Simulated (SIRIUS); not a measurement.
A run of SIRIUS 7.12.0:

The input sirius.json:

```json
{
  "control": {
    "processing_unit": "cpu",
    "verbosity": 2,
    "num_bands_to_print": 33,
    "print_forces": true,
    "print_stress": true
  },
  "parameters": {
    "electronic_structure_method": "pseudopotential",
    "xc_functionals": ["XC_GGA_X_PBE", "XC_GGA_C_PBE"],
    "gk_cutoff": 10.2,
    "pw_cutoff": 20.4,
    "ngridk": [6, 6, 6],
    "shiftk": [0, 0, 0],
    "smearing": "fermi_dirac",
    "smearing_width": 0.0018374661,
    "num_bands": 33,
    "num_mag_dims": 0,
    "num_dft_iter": 100,
    "energy_tol": 1e-08,
    "density_tol": 1e-06
  },
  "iterative_solver": {
    "type": "davidson",
    "min_tolerance": 1e-10
  },
  "mixer": {
    "type": "anderson",
    "beta": 0.7,
    "max_history": 8
  },
  "settings": {
    "tol_ne": 1e-10,
    "pseudo_grid_cutoff": 6.5
  },
  "unit_cell": {
    "lattice_vectors": [
      [0.455288525467, 0.262860952724, 0.850656498307],
      [-0.455288525467, 0.262860952724, 0.850656498307],
      [0.0, -0.525721905472, 0.850656498307]
    ],
    "lattice_vectors_scale": 7.8064586208,
    "atom_coordinate_units": "lattice",
    "atom_types": ["As"],
    "atom_files": {
      "As": "As.json"
    },
    "atoms": {
      "As": [
        [0.226, 0.226, 0.226],
        [0.774, 0.774, 0.774]
      ]
    }
  }
}
```

Potentials or basis: PseudoDojo 0.4 PBE stringent (scalar relativistic).

The run is started by

```bash
$ upf_to_json As.upf
$ OMP_NUM_THREADS=1 sirius.scf --input=sirius.json --output=out.json --task=0
```

Hardware: 1 thread of Intel(R) Xeon(R) 6975P-C (Granite Rapids), with other jobs on the host.

How long does it take, and how much memory?

It took 76 s on 1 thread of Intel(R) Xeon(R) 6975P-C (Granite Rapids) (shared host), peak memory 0.44 GiB. Counts: scf iterations 12, k points 32, plane waves 5235, bands 33.
